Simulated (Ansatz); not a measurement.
**Ir in Ansatz: the effect of functional**

Ir:

```
Ir
1.0
     2.69521    0.00000    0.00000
    -1.34761    2.33412    0.00000
     0.00000    0.00000    4.37120
Ir
2
Direct
  0.33333 0.66667 0.25000
  0.66667 0.33333 0.75000
```

This isn't the form of Ir at room conditions, which is fcc.

The cell isn't the ideal one: volume scaled by 0.94.

Alike in all runs:

| Item | Value |
| --- | --- |
| Program | Ansatz 0.2.0 |
| Task | single point |
| Potentials or basis | Ansatz PAW |
| k mesh | 11 × 11 × 6 |
| Occupations | fermi-dirac, width 0.05 eV |
| Spin | no spin polarisation |

| functional | cutoff | pressure (GPa) |
| --- | --- | --- |
| LDA | 420 eV (not typed: the program's choice for these potentials) | ? |
| PBEsol | 420 eV (not typed: the program's choice for these potentials) | 10.9 |
| r2SCAN | 500 eV (not typed: the program's choice for these potentials) | 15.3 |

Task: What does the run with functional LDA give?

Result: Pressure 4.7 GPa.

Caveats: the PAW data sets come from PBE, with cores solved anew for the run's functional, which leaves a small shift of forces and pressure.
